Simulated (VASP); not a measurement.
The system is Li2S.

```
Li S
1.0
     0.00000    2.83517    2.83517
     2.83517    0.00000    2.83517
     2.83517    2.83517    0.00000
Li S
2 1
Cartesian
  4.2528 4.2528 4.2528
  1.4176 1.4176 1.4176
  0.0000 0.0000 0.0000
```

The cell comes from a database or a generator and needn't be the stable form of this composition.

- Program: VASP 6.6.1
- Task: relaxation of cell and atoms
- Functional: PBE
- Dispersion: D3(BJ)
- Potentials or basis: VASP PAW PBE potentials, release 64 (Li_sv, S)
- Cutoff: 600 eV
- k mesh: 8 × 8 × 8
- Occupations: gaussian, width 0.02 eV
- Spin: no spin polarisation

At the start: pressure -2.4 GPa; volume 15.19 Å³/atom.

Where does the relaxation end?

Over 3 steps the energy falls by 6.6 meV/atom and the volume is 14.36 Å³/atom (-5.5 %); space group Fm-3m (No. 225, to 0.05 Å).

The path:
| step | energy change (eV) | largest force (eV/Å) | pressure (GPa) | volume (Å³) |
| --- | --- | --- | --- | --- |
| 1 | 0.0000 | 0.0000 | -2.38 | 45.58 |
| 2 | -0.0161 | 0.0000 | -1.09 | 44.10 |
| 3 | -0.0198 | 0.0000 | -0.04 | 43.08 |

Final structure:
```yaml
crystal:
  lattice:
    - [0.00000, 2.78236, 2.78236]
    - [2.78236, 0.00000, 2.78236]
    - [2.78236, 2.78236, 0.00000]
  atoms:
    - { symbol: Li, position: [0.75000, 0.75000, 0.75000] }
    - { symbol: Li, position: [0.25000, 0.25000, 0.25000] }
    - { symbol: S, position: [0.00000, 0.00000, 0.00000] }
```

Caveat: the cutoff is under 1.25 times the usual one of these potentials, so pressure, stress and relaxed cells hold a basis-set (Pulay) error.
